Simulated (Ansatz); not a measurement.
`FC(F)Cl` + `F[C](F)F`• → `F[C](F)Cl`• + trifluoromethane  (hydrogen abstraction from a C–H bond)

Calculated with Ansatz (gas phase, PBE0-D4/def2-TZVP geometries, no zero-point term in ΔE). CCSD(T)/CBS is the MP2 limit (def2-TZVPP, def2-QZVPP) plus CCSD(T) − MP2 in def2-TZVPP, frozen cores. This one scheme is used for every species. Functionals use def2-TZVPP. HSE06 is defined as in plane-wave codes. Open shells (•) are unrestricted, without spin–orbit coupling.

(1) Is it downhill or uphill in electronic energy at CCSD(T)/CBS, and by how much? (Best estimate.)

(2) What do these levels give: revPBE-D4, r2SCANh-D4, BHLYP-D4, PBE0, r2SCANh, HSE06, BHLYP, HF/def2-SVP, HF/def2-TZVPP, CCSD/def2-TZVPP, CCSD(T)/def2-TZVPP, MP2/CBS(def2)? (Best estimate.)

Largest T1 diagnostic among the species: 0.015.

Answers

(1) The calculation gave: Downhill: ΔE = -0.22 eV.

(2) The calculation gave: revPBE-D4 -0.20, r2SCANh-D4 -0.21, BHLYP-D4 -0.22, PBE0 -0.21, r2SCANh -0.21, HSE06 -0.21, BHLYP -0.22, HF/def2-SVP -0.21, HF/def2-TZVPP -0.19, CCSD/def2-TZVPP -0.22, CCSD(T)/def2-TZVPP -0.22, MP2/CBS(def2) -0.19 eV.

Leaving LDA and LC-ωPBE aside and taking each functional with its dispersion term where it has one, the values, not all of them listed here, spread over 0.03 eV, from B97M-V to revPBE-D4.
